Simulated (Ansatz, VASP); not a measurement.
InSb3: VASP beside Ansatz

File INCAR:

```
SYSTEM = InSb3
  ALGO = Normal
  EDIFF = 1E-6
  ENCUT = 520
  GGA = PS
  ISIF = 2
  ISMEAR = -1
  IVDW = 13
  LASPH = .TRUE.
  LCHARG = .FALSE.
  LREAL = .FALSE.
  LWAVE = .FALSE.
  NBANDS = 22
  NELM = 60
  PREC = Accurate
  SIGMA = 0.05
```

KPOINTS

```
k-points
0
G
  4 4 4
  0 0 0
```

File POSCAR:

```
InSb3
1.0
    0.0000000000      3.7605212833      3.7605212833
    3.7605212833      0.0000000000      3.7605212833
    3.7605212833      3.7605212833      0.0000000000
In Sb
1 3
Direct
    0.0000000000      0.0000000000      0.0000000000
    0.2500000000      0.2500000000      0.2500000000
    0.7500000000      0.7500000000      0.7500000000
    0.5000000000      0.5000000000      0.5000000000
```

Input for Ansatz:

```yaml
crystal:
  lattice:
    - [0.0, 3.7605212832611157, 3.7605212832611157]
    - [3.7605212832611157, 0.0, 3.7605212832611157]
    - [3.7605212832611157, 3.7605212832611157, 0.0]
  atoms:
    - { symbol: In, position: [0.0, 0.0, 0.0] }
    - { symbol: Sb, position: [0.25, 0.25, 0.25] }
    - { symbol: Sb, position: [0.75, 0.75, 0.75] }
    - { symbol: Sb, position: [0.5, 0.5, 0.5] }
basis:
  ecutwfc: 500.0
kpoints:
  mp_grid:
    grid: [4, 4, 4]
hamiltonian:
  xc: pbesol
  dispersion: d4
scf:
  occupations:
    method: fermi_dirac
    width: 0.05
output:
  stress: true
```

The cell comes from a database or a generator and needn't be the stable form of this composition.

Alike in both runs: task single point; functional PBEsol; dispersion D4; k mesh 4 × 4 × 4; occupations fermi-dirac, width 0.05 eV; no spin polarisation.

```csv
,VASP,Ansatz
version,VASP 6.6.1,Ansatz 0.2.0
potentials or method,"VASP PAW PBE potentials, release 64 (In_d, Sb)","plane waves, PAW"
plane-wave cutoff (eV),520,500
valence electrons in the cell,28,58
```

|  | VASP | Ansatz | Ansatz less VASP |
| --- | --- | --- | --- |
| pressure (GPa) | -4.8 | -4.8 | +0.01 |
| dispersion energy (meV/atom) | -297.0 | -297.2 | -0.21 |

The two sets of potentials don't hold the same shells in valence.

Caveats: the k mesh is coarse (spacing up to 0.36 Å⁻¹), so the values aren't converged; the PAW data sets were made with another functional, which shifts forces and pressure a little (VASP); pairwise dispersion overbinds metals, which lowers pressure and volume. The runs have no spin-orbit coupling, so splittings on Sb are missing.
